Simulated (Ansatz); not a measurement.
Crystal: CuO (Tenorite).

```
CELL_PARAMETERS angstrom
2.34465 -1.71340 0.00000
2.34465 1.71340 0.00000
-0.86055 0.00000 5.05944
ATOMIC_POSITIONS crystal
Cu 0.49680 0.00320 0.50000
Cu 0.00320 0.49680 0.00000
O 0.40560 0.57140 0.75370
O 0.57140 0.40560 0.25370
```

| Quantity | Value |
| --- | --- |
| Program | Ansatz 0.2.0 |
| Task | single point |
| Functional | PBE |
| Potentials or basis | all-electron LAPW, scalar-relativistic |
| Cutoff | 461 eV (chosen from the basis error) |
| Basis error allowed | 0.001 eV/atom |
| k mesh | 10 × 10 × 5 |
| Occupations | fermi-dirac, width 0.05 eV |
| Spin | no spin polarisation |

On this cell: pressure 5.7 GPa; largest force 0.760 eV/Å; band gap on the k mesh none (metal or under the smearing width).

The same run follows on a disturbed copy (atoms moved at random, drawn with an rms of 0.05 Å):

```
CELL_PARAMETERS angstrom
2.34465 -1.71340 0.00000
2.34465 1.71340 0.00000
-0.86055 0.00000 5.05944
ATOMIC_POSITIONS crystal
Cu 0.50570 0.99000 0.49524
Cu 0.01154 0.50101 0.99728
O 0.40012 0.57752 0.76099
O 0.57635 0.41408 0.25814
```

What does the disturbed cell give?

The energy (extrapolated to zero smearing) moves by +19.5 meV/atom; pressure 6.5 GPa; largest force 1.579 eV/Å; band gap on the k mesh none (metal or under the smearing width).

Forces in eV/Å, atoms in the order of the input:
```
Cu  -0.212  0.227  0.879
Cu  -1.121  0.521  0.812
O    0.908 -0.749 -1.053
O    0.426  0.001 -0.638
```

Stress tensor (GPa, compression positive):
```
 6.99 -0.01 -2.80
-0.01  6.79  0.73
-2.80  0.73  5.75
```

Caveats: the run has no spin polarisation, though such a crystal can be magnetic; semilocal functionals often make such compounds metallic where correlation or magnetic order opens a gap, which also shifts bond lengths.
